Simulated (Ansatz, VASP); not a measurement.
# One calculation of TaN, two programs

```
CELL_PARAMETERS angstrom
5.19600 0.00000 0.00000
-2.59800 4.49987 0.00000
0.00000 0.00000 2.91100
ATOMIC_POSITIONS crystal
Ta 0.33333 0.66667 0.50000
Ta 0.66667 0.33333 0.50000
Ta 0.00000 0.00000 0.00000
N 0.39285 0.00000 0.00000
N 0.60715 0.60715 0.00000
N 0.00000 0.39285 0.00000
```

Alike in both runs: task single point; functional PBE; k mesh 6 × 6 × 8; occupations gaussian, width 0.05 eV; no spin polarisation.

|  | VASP | Ansatz |
| --- | --- | --- |
| version | VASP 6.6.1 | Ansatz 0.2.0 |
| potentials or method | VASP PAW PBE potentials, release 64 (Ta_pv, N) | scalar-relativistic, plane waves, PAW |
| plane-wave cutoff (eV) | 520 | 500 |
| valence electrons in the cell | 48 | 54 |

```tsv
	VASP	Ansatz	Ansatz less VASP
gap on the k mesh at the Fermi level (eV)	none	none	-
pressure (GPa)	5.6	4.9	-0.75
largest component of the traceless stress (GPa)	1.20	1.13	-0.070
rms of the force components (eV/Å)	0.012	0.009	-0.0032
```

Atom by atom the forces differ by 0.003 eV/Å (rms over components). A gap of «none» marks a metal or a gap that the smearing closes. The two sets of potentials don't hold the same shells in valence.

Spin-orbit coupling is left out, which matters for the levels of Ta.
